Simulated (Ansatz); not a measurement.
Take a crystal in which O has been replaced by S on all its sites, with the cell rescaled by a rough guess (in some cases also distorted within its space group) and nothing relaxed:

```
Li S
1.0
     0.00000    2.73138    2.73138
     2.73138    0.00000    2.73138
     2.73138    2.73138    0.00000
Li S
1 2
Direct
  0.00000 0.00000 0.00000
  0.25000 0.25000 0.25000
  0.75000 0.75000 0.75000
```

The calculation used DFT PBEsol, scalar-relativistic, plane waves, PAW in Ansatz 0.2.0.

Cutoff 420 eV; k points 14×14×14 on the computed 3-atom cell (Γ-centred); Gaussian smearing, width 0.10 eV; no spin polarisation.

(1) What pressure does the cell carry?

(2) Is it a metal on this mesh?

(3) What is its energy against the elements in their standard states?

Spin polarisation was left out, and a magnetic state may lie lower.

Answers

(1) The pressure is 11.2 GPa (positive in compression), so the cell would expand.

(2) Yes, a band crosses the Fermi level.

(3) -0.103 eV/atom at this unrelaxed geometry, with the elements in the same functional.